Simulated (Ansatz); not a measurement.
# Structural relaxation of random alloy of the monolayer 2H MoS2-MoSe2 line, x = 0.5 (75 atoms), part 2 of 3

Aim: bring random alloy of the monolayer 2H MoS2-MoSe2 line, x = 0.5 (75 atoms) to a nearby minimum of the energy and see what moves.

Ansatz 0.2.0; Kohn-Sham DFT, PBE, PAW (set soft_2, large core), plane waves.

The cell: 25 Mo, 25 Se and 25 S. The host structure and its lattice constant were typed by rule, without a check against the phase diagram. Only the Γ point is sampled in the main run, in a cell whose shortest periodic width is 14 Å.

So far. Step 3 (Relaxation): The relaxation changed the energy by -47.3 meV/atom, and atoms moved by 0.095 Å r.m.s., 0.19 Å at most.

## Step 4: Distances and neighbours after relaxation

Bonds before and after, by the cutoffs listed below:

| pair | bonds before | bonds after | mean before (Å) | mean after (Å) | spread before (Å) | spread after (Å) |
| --- | --- | --- | --- | --- | --- | --- |
| Mo-S | 75 | 75 | 2.480 | 2.413 | 0.027 | 0.004 |
| Mo-Se | 75 | 75 | 2.479 | 2.542 | 0.024 | 0.005 |

Normalised to the volume that the atoms fill. g(r), total and by pair (bins of 0.2 Å):

| r (Å) | total | Mo-Mo | Mo-S | Mo-Se | S-S | S-Se | Se-Se |
| --- | --- | --- | --- | --- | --- | --- | --- |
| 2.40 | 2.28 | 0.00 | 10.25 | 0.00 | 0.00 | 0.00 | 0.00 |
| 2.60 | 2.10 | 0.00 | 0.00 | 9.45 | 0.00 | 0.00 | 0.00 |
| 2.80 | 0.00 | 0.00 | 0.00 | 0.00 | 0.00 | 0.00 | 0.00 |
| 3.00 | 0.06 | 0.00 | 0.00 | 0.00 | 0.51 | 0.00 | 0.00 |
| 3.20 | 3.83 | 10.56 | 0.00 | 0.00 | 6.33 | 6.63 | 4.22 |
| 3.40 | 0.35 | 0.88 | 0.00 | 0.00 | 0.00 | 0.00 | 2.31 |
| 3.60 | 0.00 | 0.00 | 0.00 | 0.00 | 0.00 | 0.00 | 0.00 |
| 3.80 | 0.00 | 0.00 | 0.00 | 0.00 | 0.00 | 0.00 | 0.00 |
| 4.00 | 0.93 | 0.00 | 3.55 | 0.63 | 0.00 | 0.00 | 0.00 |
| 4.20 | 0.68 | 0.00 | 0.14 | 2.92 | 0.00 | 0.00 | 0.00 |
| 4.40 | 0.33 | 0.00 | 0.00 | 0.00 | 3.00 | 0.00 | 0.00 |
| 4.60 | 0.72 | 0.00 | 0.00 | 0.00 | 0.00 | 2.91 | 0.67 |
| 4.80 | 0.22 | 0.00 | 0.00 | 0.00 | 0.00 | 0.00 | 2.02 |
| 5.00 | 0.00 | 0.00 | 0.00 | 0.00 | 0.00 | 0.00 | 0.00 |
| 5.20 | 1.86 | 0.00 | 4.49 | 3.92 | 0.00 | 0.00 | 0.00 |
| 5.40 | 0.10 | 0.00 | 0.00 | 0.45 | 0.00 | 0.00 | 0.00 |
| 5.60 | 1.24 | 3.71 | 0.00 | 0.00 | 1.74 | 2.03 | 1.63 |
| 5.80 | 0.03 | 0.10 | 0.00 | 0.00 | 0.00 | 0.05 | 0.10 |
| 6.00 | 0.00 | 0.00 | 0.00 | 0.00 | 0.00 | 0.00 | 0.00 |
| 6.20 | 0.00 | 0.00 | 0.00 | 0.00 | 0.00 | 0.00 | 0.00 |
| 6.40 | 0.81 | 1.43 | 0.00 | 0.00 | 2.26 | 1.45 | 0.69 |
| 6.60 | 0.78 | 1.44 | 0.00 | 0.00 | 0.68 | 1.38 | 2.16 |
| 6.80 | 0.12 | 0.00 | 0.55 | 0.02 | 0.00 | 0.00 | 0.00 |
| 7.00 | 0.98 | 0.00 | 1.97 | 2.46 | 0.00 | 0.00 | 0.00 |
| 7.20 | 0.36 | 0.00 | 0.00 | 0.00 | 1.13 | 1.06 | 0.00 |
| 7.40 | 0.15 | 0.00 | 0.00 | 0.00 | 0.00 | 0.14 | 1.07 |
| 7.60 | 0.32 | 0.00 | 0.94 | 0.52 | 0.00 | 0.00 | 0.00 |
| 7.80 | 0.13 | 0.00 | 0.09 | 0.50 | 0.00 | 0.00 | 0.00 |

Bonds by pair of elements; cutoffs follow the first minimum of g(r), held within bounds set by covalent radii, and pairs that aren't listed don't count as bonded:

| pair A-B | cutoff (Å) | bonds | mean length (Å) | spread (Å) | shortest (Å) | B about A | A about B |
| --- | --- | --- | --- | --- | --- | --- | --- |
| Mo-S | 3.03 | 75 | 2.41 | 0.004 | 2.40 | 3 | 3 |
| Mo-Se | 3.21 | 75 | 2.54 | 0.005 | 2.53 | 3 | 3 |

How many atoms have how many bonded neighbours:

| element | mean | 3 | 6 |
| --- | --- | --- | --- |
| Mo | 6 | 0 | 25 |
| S | 3 | 25 | 0 |
| Se | 3 | 25 | 0 |

Bond angles, per cent of each kind in bins of 5°:

| angle (°) | S-Mo-Se | S-Mo-S | Se-Mo-Se | Mo-S-Mo | Mo-Se-Mo |
| --- | --- | --- | --- | --- | --- |
| 75–80 | 0.0 | 17.2 | 12.9 | 0.0 | 52.0 |
| 80–85 | 59.8 | 40.9 | 47.3 | 86.7 | 48.0 |
| 85–90 | 0.0 | 2.1 | 0.0 | 13.3 | 0.0 |
| 90–95 | 0.0 | 0.0 | 0.0 | 0.0 | 0.0 |
| 95–100 | 0.0 | 0.0 | 0.0 | 0.0 | 0.0 |
| 100–105 | 0.0 | 0.0 | 0.0 | 0.0 | 0.0 |
| 105–110 | 0.0 | 0.0 | 0.0 | 0.0 | 0.0 |
| 110–115 | 0.0 | 0.0 | 0.0 | 0.0 | 0.0 |
| 115–120 | 0.0 | 0.0 | 0.0 | 0.0 | 0.0 |
| 120–125 | 0.0 | 0.0 | 0.0 | 0.0 | 0.0 |
| 125–130 | 0.0 | 0.0 | 0.0 | 0.0 | 0.0 |
| 130–135 | 11.1 | 26.9 | 3.2 | 0.0 | 0.0 |
| 135–140 | 29.1 | 12.9 | 36.6 | 0.0 | 0.0 |

Bond angles (no mean is given where the spread exceeds 20°):

| angle | count | mean (°) | spread (°) |
| --- | --- | --- | --- |
| S-Mo-Se | 189 | - | - |
| S-Mo-S | 93 | - | - |
| Se-Mo-Se | 93 | - | - |
| Mo-S-Mo | 75 | 84 | 0.9 |
| Mo-Se-Mo | 75 | 80.1 | 0.8 |

Counting bonds as in the table, all Mo atoms have 6, all S atoms have 3 and all Se atoms have 3 bonded neighbours.

## Step 5: Single point at the relaxed geometry

One more single point at the end of the walk gives the fuller output and checks the residual forces.

input.yaml reads:

```yaml
crystal:
  lattice:
    - [16.25, 0.0, 0.0]
    - [-8.125, 14.07291, 0.0]
    - [0.0, 0.0, 18.5]
  atoms:
    - { symbol: Mo, position: [0.99865, 0.00056, 0.49891] }
    - { symbol: Se, position: [0.13461, 0.0684, 0.58978] }
    - { symbol: Se, position: [0.13359, 0.06534, 0.4078] }
    - { symbol: Mo, position: [0.00056, 0.19924, 0.49823] }
    [... 65 atom lines left out ...]
    - { symbol: Mo, position: [0.79703, 0.59992, 0.50427] }
    - { symbol: Se, position: [0.93484, 0.66828, 0.59362] }
    - { symbol: Se, position: [0.93079, 0.66589, 0.41167] }
    - { symbol: Mo, position: [0.7969, 0.79742, 0.50096] }
    - { symbol: Se, position: [0.93275, 0.86799, 0.59171] }
    - { symbol: Se, position: [0.93175, 0.86424, 0.40953] }
kpoints:
  mp_grid: { grid: [1, 1, 1] }
hamiltonian:
  xc: pbe
  pseudopotentials: { kind: paw, core: large }
scf:
  occupations: { method: fermi_dirac, width: 0.025 }
output:
  forces: true
  populations: true
  dos:
    method: { smearing: { sigma: 0.08 } }
    de: 0.05
    projected: { site_lists: { Mo: [Mo], S: [S], Se: [Se] } }
  eigenvalues: true
  write_density: true
  write_potential: true
  volumetric_format: npy
```

On the command line:

```
ansatz run input.yaml --threads 6 --pin off --max-ram 102400MiB --backend cuda --events-out ev --progress --plain --runs-dir out
```

Numbers of over 12 decimals in the logs are rounded to 6 here.

The program printed:

```text
[...]
GPU FFT provider: cuFFT
GPU libraries: cuBLAS 13.8.2, cuFFT 12.4.0, cuSOLVER 12.3.4
Crystal: 75 atoms, lattice volume = 4230.669 Å³
Basis set: ecut = 420 eV, 82609 PW (Γ), exchange–correlation on 240×240×250 points (8 copies of the dense FFT grid, shifted against one another)
Bands: 400, of which v1, the nominal top of the filled ones, is band 325 counted from 1 (324 counted from 0)
Symmetry: 1 space group operations
[...]
k-points: 1
[...]
GPU buffer pool allocated for 1800000 grid points (all kernels)
[...]
SCF iter   1: F=—  HF=-210998.511534 eV  |F-HF|=—  |Δ(HF+E_count)|=         —  Δρ=4.70e-2  dr2=1.44e2  ethr=3.10e-3  ⟨swp⟩=9.0  Hψ=1930  notcnv=0
[...]
SCF iter  18: F=-210966.340618 eV  HF=-210966.340618 eV  |F-HF|=3.50e-8  |Δ(HF+E_count)|=   3.32e-9  Δρ=7.39e-7  dr2=5.26e-8  ethr=1.54e-11  ⟨swp⟩=13.0  Hψ=3279  notcnv=0
SCF 1 converged in 18 iterations: F = -210966.340618 eV  dr2 = 5.26e-8
[...]
SCF converged after 18 iterations
Free energy (F): -210966.340618 eV
[...]
Internal energy: -210966.340618 eV  (E = F + TS)
E sigma→0 (E₀):  -210966.340618 eV
Fermi energy:    0.571229 eV
[...]
--- Forces (eV/Å), atoms counted from 1 ---
  atom   1  Mo    -0.00124469    -0.00201791    -0.00037013
  atom   2  Se     0.00026858     0.00142416    -0.00208835
  atom   3  Se    -0.00116580     0.00032141    -0.00060763
  atom   4  Mo    -0.00173584     0.00084401     0.00187702
  atom   5  S     -0.00149363    -0.00014572    -0.00118989
  atom   6  Se    -0.00072029     0.00087669    -0.00320672
  atom   7  Mo     0.00113130    -0.00190807     0.00021692
  atom   8  Se    -0.00159473     0.00039855    -0.00086610
  atom   9  Se    -0.00191653    -0.00006604     0.00002702
  atom  10  Mo     0.00143345    -0.00443547    -0.00050455
  atom  11  S      0.00041456    -0.00141960    -0.00001875
  atom  12  Se     0.00086074    -0.00186080     0.00019405
  atom  13  Mo    -0.00101722     0.00270525     0.00228912
  atom  14  S      0.00146873     0.00003205    -0.00048997
[...]
atom  74  Se    -0.00049183    -0.00049610     0.00014123
  atom  75  Se    -0.00033413    -0.00188156    -0.00200629
  max |Σ_I F_I| component: 6.22e-5 eV/Å
--- Band table (eV) ---
[...]
--- Löwdin populations: 75 sites ---
  site symbol       q [e]
     0     Mo     13.6764
     1     Se      6.0435
     2     Se      6.0595
[...]
74     Se      6.0513
  spilling = 0.007504 (of n_electrons = 650.000000)
```

Run time: 7.5 s. Hardware: 1 × NVIDIA H100 80GB HBM3 with 6 threads of AMD EPYC 7R13 (Zen 3), shared host; peak memory 1.9 GiB; 9.1 s of CPU time.

That memory is the host's; the program planned up to 7.5 GiB on the GPU.

Numbers from this run:

```yaml
free_energy: -210966.3406 eV
free_energy_per_atom: -2812.8845 eV/atom
scf_cycles: 18
r_m_s_force_component: 0.00162 eV/Å
longest_force: 0.00507 eV/Å
fermi_energy: 0.5712 eV
spacing_of_highest_filled_and_lowest_empty_level: 1.845 eV
potential_in_mid_vacuum_over_the_fermi_level: 4.755 eV
potential_4p5_a_over_the_upper_face: 4.789 eV
potential_4p5_a_under_the_lower_face: 4.722 eV
spilling_of_the_projection: 0.007504
```

Löwdin charges by element (they lack the spilled electrons, 0.065 e an atom on average):

| element | coordination | atoms | mean charge (e) | spread | least | most |
| --- | --- | --- | --- | --- | --- | --- |
| Mo | all | 25 | 0.331 | 0.0044 | 0.320 | 0.338 |
| S | all | 25 | -0.0861 | 0.0032 | -0.0931 | -0.0811 |
| Se | all | 25 | -0.0499 | 0.0057 | -0.0636 | -0.0413 |

States in the cell by windows of 1 eV, zero at the Fermi level; the larger projections on atomic orbitals stand beside the total:

| from (eV) | to (eV) | total | Mo d | Se p | S p | S s | Se s |
| --- | --- | --- | --- | --- | --- | --- | --- |
| -18 | -16 | 0.0 | 0.0 | 0.0 | 0.0 | 0.0 | 0.0 |
| -16 | -15 | 0.3 | 0.0 | 0.0 | 0.0 | 0.1 | 0.1 |
| -15 | -14 | 13.7 | 0.2 | 0.2 | 0.2 | 3.9 | 4.6 |
| -14 | -13 | 63.9 | 5.9 | 1.0 | 0.9 | 25.5 | 27.1 |
| -13 | -12 | 22.1 | 3.4 | 0.1 | 0.1 | 9.9 | 8.4 |
| -12 | -7 | 0.0 | 0.0 | 0.0 | 0.0 | 0.0 | 0.0 |
| -7 | -6 | 17.8 | 4.3 | 4.7 | 6.9 | 0.3 | 0.3 |
| -6 | -5 | 57.0 | 16.4 | 16.8 | 20.2 | 0.7 | 0.6 |
| -5 | -4 | 67.7 | 20.3 | 18.0 | 22.5 | 1.9 | 1.9 |
| -4 | -3 | 60.9 | 19.7 | 19.3 | 19.6 | 0.5 | 0.4 |
| -3 | -2 | 73.2 | 21.9 | 26.8 | 21.6 | 0.8 | 0.8 |
| -2 | -1 | 68.0 | 33.6 | 17.6 | 13.8 | 0.5 | 0.3 |
| -1 | 0 | 5.4 | 3.7 | 0.7 | 0.8 | 0.0 | 0.0 |
| 0 | 1 | 9.5 | 6.2 | 1.7 | 1.0 | 0.0 | 0.0 |
| 1 | 2 | 101.6 | 62.7 | 17.2 | 15.2 | 1.1 | 1.1 |

The stored curve holds about 450 of the 650 electrons; the rest, give or take the few that broadening carries across the Fermi level, lie in deeper levels below its range.

The levels nearest the highest filled one (over half full), pooled over k-points and spins:

| level less the highest filled one (eV) | occupation |
| --- | --- |
| -0.142 | 2 |
| -0.140 | 2 |
| -0.133 | 2 |
| -0.117 | 2 |
| -0.112 | 2 |
| 0 | 2 |
| 1.85 | 0 |
| 1.86 | 0 |
| 1.87 | 0 |
| 1.89 | 0 |
| 1.90 | 0 |
| 1.92 | 0 |

Planar average of the electrostatic potential energy along the normal, with the Fermi level as zero, after a running mean with a triangular window 4 Å wide at its base:

| height (Å) | potential energy (eV) |
| --- | --- |
| 0.0 | 4.75 |
| 0.6 | 4.75 |
| 1.0 | 4.74 |
| 1.6 | 4.74 |
| 2.1 | 4.73 |
| 2.7 | 4.72 |
| 3.1 | 4.72 |
| 3.7 | 4.71 |
| 4.1 | 4.69 |
| 4.7 | 4.59 |
| 5.2 | 4.25 |
| 5.8 | 2.82 |
| 6.4 | 0.17 |
| 6.8 | -2.35 |
| 7.4 | -6.17 |
| 7.8 | -8.60 |
| 8.4 | -10.68 |
| 8.9 | -11.68 |
| 9.5 | -11.78 |
| 9.9 | -10.81 |
| 10.5 | -8.74 |
| 11.0 | -6.44 |
| 11.5 | -2.67 |
| 12.0 | -0.10 |
| 12.6 | 2.58 |
| 13.2 | 4.19 |
| 13.6 | 4.64 |
| 14.2 | 4.78 |
| 14.7 | 4.79 |
| 15.2 | 4.79 |
| 15.7 | 4.79 |
| 16.3 | 4.78 |
| 16.7 | 4.77 |
| 17.3 | 4.77 |
| 17.8 | 4.76 |
| 18.4 | 4.76 |

Valence density in the ca plane at fractional y = 0.065, with atoms of Se and S within 0.2 Å of it. It is the smooth field of the valence electrons, not physical close to the nuclei.

Values in units of 1e-1 e/Å³, 13 rows by 16 columns, each cell a mean:
```
0.0 0.0 0.0 0.0 0.1 2.5 5.6 4.8 5.5 8.1 2.2 0.0 0.0 0.0 0.0 0.0
0.0 0.0 0.0 0.0 0.0 1.5 5.0 4.4 4.9 6.1 1.2 0.0 0.0 0.0 0.0 0.0
0.0 0.0 0.0 0.0 0.0 0.5 3.8 4.8 5.0 4.5 0.9 0.0 0.0 0.0 0.0 0.0
0.0 0.0 0.0 0.0 0.0 1.5 8.6 6.9 5.3 9.0 3.0 0.1 0.0 0.0 0.0 0.0
0.0 0.0 0.0 0.0 0.0 0.4 2.7 4.4 5.1 2.9 0.5 0.0 0.0 0.0 0.0 0.0
0.0 0.0 0.0 0.0 0.0 1.9 5.5 4.7 5.0 7.3 1.9 0.0 0.0 0.0 0.0 0.0
0.0 0.0 0.0 0.0 0.0 1.8 5.4 4.6 5.0 7.3 1.8 0.0 0.0 0.0 0.0 0.0
0.0 0.0 0.0 0.0 0.0 0.6 3.0 4.3 5.1 2.9 0.5 0.0 0.0 0.0 0.0 0.0
0.0 0.0 0.0 0.0 0.1 2.8 5.7 5.0 5.7 9.0 2.5 0.0 0.0 0.0 0.0 0.0
0.0 0.0 0.0 0.0 0.0 0.8 3.9 4.1 4.7 4.3 0.7 0.0 0.0 0.0 0.0 0.0
0.0 0.0 0.0 0.0 0.0 1.4 5.0 4.4 4.2 5.1 1.9 0.1 0.0 0.0 0.0 0.0
0.0 0.0 0.0 0.0 0.1 2.3 5.6 4.8 4.2 5.6 3.3 0.1 0.0 0.0 0.0 0.0
0.0 0.0 0.0 0.0 0.0 0.4 2.2 4.3 5.0 2.3 0.5 0.0 0.0 0.0 0.0 0.0
```
Columns run along c (18.5 Å), rows up along a (16.2 Å). Atoms in or near the plane, at fractional coordinates: Se at (0.59, 0.13), Se at (0.41, 0.13), S at (0.58, 0.33), Se at (0.41, 0.33), S at (0.58, 0.53), Se at (0.41, 0.53), S at (0.58, 0.73), S at (0.42, 0.73), S at (0.58, 0.93), Se at (0.41, 0.93).

Electrostatic potential energy in the ca plane at fractional y = 0.065, with atoms of Se and S within 0.2 Å of it. With pseudopotentials it is smooth inside the atoms' cores, unlike the true potential.

Ten even steps from '0' (-40 eV) to '9' (5 eV), each cell a mean:
```
99999999999999996224788753379999999999999999
99999999999999981000688711138999999999999999
99999999999999985224788753379999999999999999
99999999999999999888755688999999999999999999
99999999999999999988765788899999999999999999
99999999999999997312688741259999999999999999
99999999999999996010488721138999999999999999
99999999999999998645777775579999999999999999
99999999999999999998754689999999999999999999
99999999999999998767876777799999999999999999
99999999999999983001788731149999999999999999
99999999999999983001688721148999999999999999
99999999999999998667877776789999999999999999
99999999999999999998754689999999999999999999
99999999999999997547877776689999999999999999
99999999999999982000688711148999999999999999
99999999999999983002788731159999999999999999
99999999999999998778866787899999999999999999
99999999999999999998755689999999999999999999
99999999999999997335888863358999999999999999
99999999999999982000688820006999999999999999
99999999999999985113788851138999999999999999
99999999999999999888765788899999999999999999
99999999999999999988755688999999999999999999
```
Columns run along c (18.5 Å; values clipped at the 3rd and 97th percentile), rows up along a (16.2 Å). Atoms in or near the plane, at fractional coordinates: Se at (0.59, 0.13), Se at (0.41, 0.13), S at (0.58, 0.33), Se at (0.41, 0.33), S at (0.58, 0.53), Se at (0.41, 0.53), S at (0.58, 0.73), S at (0.42, 0.73), S at (0.58, 0.93), Se at (0.41, 0.93).

Mean Löwdin charges: Mo +0.33, S -0.09, Se -0.05 e (they miss 0.75 % of the electrons, so they add up to more than the cell's charge). Charges this small depend on the projection, at times even in sign. The largest share in the top eV of filled states is Mo d (57 % of the projected weight), and in the lowest eV of empty states Mo d (64 % of the projected weight). The potential stands 5.70 eV above the highest filled level over the upper face and 5.63 eV under the lower one, a reading of the ionisation potential at this level on the run's k-points, but a rough one: there is no dipole correction, and the values are taken inside the vacuum, not at the faces.

The surroundings of Mo64, picked at random, nearest first, numbered as they follow in the input and with coordinates relative to it.

| atom | x | y | z | distance (Å) | bonds | Löwdin charge (e) |
| --- | --- | --- | --- | --- | --- | --- |
| Mo64 | 0.00 | 0.00 | 0.00 | 0.00 | 6 | 0.33 |
| S47 | 0.05 | -1.85 | 1.55 | 2.42 | 3 | -0.08 |
| S48 | 0.02 | -1.85 | -1.55 | 2.42 | 3 | -0.09 |
| S51 | -1.59 | 0.98 | -1.54 | 2.42 | 3 | -0.09 |
| S50 | -1.60 | 0.93 | 1.56 | 2.42 | 3 | -0.09 |
| Se66 | 1.63 | 0.96 | -1.70 | 2.54 | 3 | -0.05 |
| Se65 | 1.68 | 0.93 | 1.67 | 2.55 | 3 | -0.04 |
| Mo46 | -1.56 | -2.78 | 0.02 | 3.19 | 6 | 0.33 |
| Mo49 | -3.19 | 0.04 | -0.02 | 3.19 | 6 | 0.34 |
| Mo61 | 1.64 | -2.78 | -0.03 | 3.23 | 6 | 0.34 |
| Mo67 | -1.61 | 2.81 | 0.04 | 3.24 | 6 | 0.33 |
| Mo7 | 1.67 | 2.84 | 0.00 | 3.30 | 6 | 0.32 |
| Mo4 | 3.31 | 0.02 | -0.05 | 3.31 | 6 | 0.33 |

The column of bonds counts only the pairs Mo-S within 3.03 Å, Mo-Se within 3.21 Å; other neighbours, such as metal atoms beside each other in a compound, aren't counted, and periodic images can show an atom twice.

## Step 6: K-mesh 2×2×1

A denser mesh tests the sampling of the Brillouin zone.

input.yaml: that of step 5 with these lines changed.

```diff
@@ -8,3 +8,3 @@
 kpoints:
-  mp_grid: { grid: [1, 1, 1] }
+  mp_grid: { grid: [2, 2, 1] }
 hamiltonian:
@@ -22,4 +22 @@
   eigenvalues: true
-  write_density: true
-  write_potential: true
-  volumetric_format: npy
```

The program printed:

```text
[...]
GPU FFT provider: cuFFT
GPU libraries: cuBLAS 13.8.2, cuFFT 12.4.0, cuSOLVER 12.3.4
Crystal: 75 atoms, lattice volume = 4230.669 Å³
Basis set: ecut = 420 eV, 82609 PW (Γ), exchange–correlation on 240×240×250 points (8 copies of the dense FFT grid, shifted against one another)
Bands: 400, of which v1, the nominal top of the filled ones, is band 325 counted from 1 (324 counted from 0)
Symmetry: 1 space group operations
[...]
k-points: 4
[...]
GPU buffer pool allocated for 1800000 grid points (all kernels)
[...]
SCF iter   1: F=—  HF=-210998.465525 eV  |F-HF|=—  |Δ(HF+E_count)|=         —  Δρ=4.70e-2  dr2=1.43e2  ethr=3.10e-3  ⟨swp⟩=9.0  Hψ=7949  notcnv=0
[...]
SCF iter  17: F=—  HF=-210966.386109 eV  |F-HF|=—  |Δ(HF+E_count)|=   1.66e-8  Δρ=1.30e-6  dr2=2.04e-7  ethr=4.98e-11  ⟨swp⟩=2.2  Hψ=2164  notcnv=0  defer=245
SCF iter  18: F=-210966.386109 eV  HF=-210966.386109 eV  |F-HF|=2.25e-8  |Δ(HF+E_count)|=   3.78e-9  Δρ=6.58e-7  dr2=3.73e-8  ethr=1.54e-11  ⟨swp⟩=14.5  Hψ=9701  notcnv=0
SCF 1 converged in 18 iterations: F = -210966.386109 eV  dr2 = 3.73e-8
[...]
SCF converged after 18 iterations
Free energy (F): -210966.386109 eV
[...]
Internal energy: -210966.386109 eV  (E = F + TS)
E sigma→0 (E₀):  -210966.386109 eV
Fermi energy:    0.524652 eV
[...]
Σ components = -210966.386109   (vs F -210966.386109, Δ=0.00e0)
--- Forces (eV/Å), atoms counted from 1 ---
  atom   1  Mo     0.00313973    -0.00249866     0.00200710
  atom   2  Se    -0.00143979    -0.00086923    -0.00671398
  atom   3  Se    -0.00291066     0.00091911     0.00595581
  atom   4  Mo    -0.00628339     0.00114711     0.00405284
[...]
atom  75  Se    -0.00072928    -0.00451329     0.00038984
  max |Σ_I F_I| component: 5.67e-6 eV/Å
--- Band table (eV) ---
[...]
--- Löwdin populations: 75 sites ---
  site symbol       q [e]
     0     Mo     13.6761
     1     Se      6.0434
     2     Se      6.0592
[...]
74     Se      6.0513
  spilling = 0.007546 (of n_electrons = 650.000000)
```

It took 11 s on 1 × NVIDIA H100 80GB HBM3 with 6 threads; peak memory 3.9 GiB; 24 s of CPU time.

That memory is the host's; the program planned up to 35.9 GiB on the GPU.

Geometry and reference: those of the single point at the relaxed geometry.

Forces differ from those of the single point at the relaxed geometry by 2.8 meV/Å r.m.s.; the energy by -0.61 meV/atom and the gap by -0.11 eV. It took 11 s and 18 cycles; the reference's time can't be set against it, since the two runs asked for unlike analyses.

(Continued in part 3 of 3.)

[Logs are printed without paths, hosts, clocks, repeated set-up lines and the standing remarks that a program may print on its own settings, such as how far it seeks lower states.]

[Hosts, paths, dates, database ids (printed as entryN), source tags and the programs' standing remarks are cut or masked in the printed files.]
